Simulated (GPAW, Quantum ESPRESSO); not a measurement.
Two runs for the N K edge of atom 1 in BN (P6_3/mmc). Run A: Quantum ESPRESSO XSpectra, LDA, full core hole (charged cell), 16-atom cell with 5.0 Å between holes, 5×5×4 k points, dipole transitions, Lorentzian half width 0.4 eV. Run B differs in one choice.

Energy from the lowest empty level; intensity scaled to a mean of 1 over the first 20 eV:

| E (eV) | A | B |
| --- | --- | --- |
| -2.0 | 0.05 | 0.04 |
| -1.0 | 0.10 | 0.08 |
| 0.0 | 0.42 | 0.44 |
| 1.0 | 0.69 | 0.70 |
| 2.0 | 0.71 | 0.74 |
| 3.0 | 0.56 | 0.57 |
| 4.0 | 0.71 | 0.74 |
| 5.0 | 1.18 | 1.21 |
| 6.0 | 1.69 | 1.68 |
| 7.0 | 2.08 | 1.88 |
| 8.0 | 1.74 | 1.62 |
| 9.0 | 1.34 | 1.30 |
| 10.0 | 0.86 | 1.02 |
| 11.0 | 0.78 | 0.95 |
| 12.0 | 0.96 | 0.99 |
| 13.0 | 1.00 | 1.07 |
| 14.0 | 1.74 | 1.14 |
| 15.0 | 1.16 | 1.02 |
| 16.0 | 0.74 | 0.83 |
| 17.0 | 0.46 | 0.69 |
| 18.0 | 0.55 | 0.62 |
| 19.0 | 0.55 | 0.58 |
| 20.0 | 0.46 | 0.53 |
| 21.0 | 0.46 | 0.49 |
| 22.0 | 0.44 | 0.45 |
| 23.0 | 0.26 | 0.41 |
| 24.0 | 0.20 | 0.39 |
| 25.0 | 0.33 | 0.38 |
| 26.0 | 0.32 | 0.38 |
| 27.0 | 0.32 | 0.38 |
| 28.0 | 0.37 | 0.38 |
| 29.0 | 0.36 | 0.39 |
| 30.0 | 0.39 | 0.39 |
| 31.0 | 0.41 | 0.38 |
| 32.0 | 0.33 | 0.38 |

The database entry behind the starting cell differs from later determinations by our own check (about 0.3 % short, minor phase), so it need not match the best structure at ambient conditions.

**Question.** What was changed?
a) the broadening
b) the plane-wave cutoff
c) the volume of the cell
d) the k mesh of the spectrum

(a): run B changes the broadening from Lorentzian half width 0.4 eV to Lorentzian half width 0.3 eV up to 4 eV, rising linearly to 2.5 eV at 25 eV. Against the first run the r.m.s. difference is 14 %. The highest intensity below 16 eV goes from 6.8 eV (2.10) to 6.8 eV (1.90). Other settings could leave a like mark; this is the one that was changed.

[Hosts, paths, dates, database ids (printed as entryN), source tags and the programs' standing remarks are cut or masked in the printed files.]

[Lists of maxima count a maximum above −3 eV only where it reaches 4 % of the highest in the window and stands out from its surroundings by 2 % of it (1.5 % where it reaches 55 %); shoulders and weaker maxima are passed over, and of the rest the first, up to two pre-edge ones and the few strongest are named.]
